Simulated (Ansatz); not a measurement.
Cubic perovskite LaAlO₃ (cubic high-temperature phase) was calculated with PBE0 (PAW; Ansatz, an electronic-structure program).

Settings: plane-wave cutoff 520 eV, 6×6×6 k mesh, scalar-relativistic PAW data made under PBE.

Computed at the level's own relaxed cell.

Predict the Young modulus, elastic constant C11, Poisson ratio, elastic constant C12 and elastic constant C44.


- Young modulus: 355 GPa
- elastic constant C11: 366 GPa
- Poisson ratio: 0.223
- elastic constant C12: 137 GPa
- elastic constant C44: 170 GPa

Note: the relaxation could not lower the start's symmetry, so the cell can be a saddle point above a distorted one.

Elastic constants are with the ions relaxed.

Spin–orbit coupling is not included.

Static lattice: no zero-point or thermal effects.

Cost on a shared machine: very roughly 40 core-minutes.
